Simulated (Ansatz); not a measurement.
Cu: energy along a strain

Cu, I4/mmm, a = 2.951 Å, c = 2.759 Å. This isn't the element's structure at ambient conditions. Ansatz: PBE, PAW, 420 eV, Γ-centred 30×30×30 mesh on 1 atom, Gaussian smearing 0.15 eV; no spin polarisation. Cell vectors (Å): -1.476 1.476 1.380; 1.476 -1.476 1.380; 1.476 1.476 -1.380. The cell is strained by x per cent times the pattern (0 0 0 0 1 0) in the order xx yy zz yz xz xy (engineering shears), with fractional coordinates held. y is the free energy over the start, V0 = 12.014 Å³/atom. Symmetry makes y even in x.

| x (%) | y (meV/atom) |
| --- | --- |
| -6.00 | ? |
| -3.00 | 2.84 |
| 0.00 | 0.00 |
| 1.50 | 0.71 |
| 4.50 | 6.46 |
| 5.25 | 8.84 |

Problem. Fit y = c2 x² + c4 x⁴ to the other rows, get the stiffness along the pattern, and predict the missing energy.

Solution. Least squares on the rows shown. y = 0.3136 x² + 0.0002595 x⁴. The clamped-ion stiffness p·C·p = 2 × 3.136 eV × 160.2 / 12.014 Å³ = 84 GPa, which is C55 in these axes. At x = -6.00 the fit asked for gives 11.63 meV/atom. The run gave 11.61 meV/atom, so the fit is 0.02 meV/atom too high, a small miss on the scale of the series.

Cost: 6 runs of about 3.9 core-minutes in all, on Intel Xeon Platinum 8488C (Sapphire Rapids) (shared hosts).